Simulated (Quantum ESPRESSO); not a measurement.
## CaO: zone-centre phonons and dielectric response under several settings

```
Ca O
1.0
     0.00000    2.40356    2.40356
     2.40356    0.00000    2.40356
     2.40356    2.40356    0.00000
Ca O
1 1
Direct
  0.00000 0.00000 0.00000
  0.50000 0.50000 0.50000
```

The cell is a database's computed one.

All runs used Quantum ESPRESSO 7.5; k mesh 6 × 6 × 6, shifted; relaxed cell; no spin polarisation; cutoff 612 eV; occupations smeared at first, fixed for the response.

```csv
level,potentials,volume (Å³/atom),lowest optical mode without the field (cm⁻¹),highest mode with the field (cm⁻¹),ε∞ (mean),ε0 (mean),Born charge of atom 1 (e)
PBE,GBRV 1.5 PBE,?,?,?,?,?,?
LDA,GBRV 1.5 LDA,13.05,292,570,3.88,14.8,2.38
```

Problem. What stands in the row left open?

Solution. Volume 14.09 Å³/atom; lowest optical mode without the field 256 cm⁻¹; highest mode with the field 538 cm⁻¹; ε∞ 3.78; ε0 16.6; Born charge of atom 1 2.35 e.
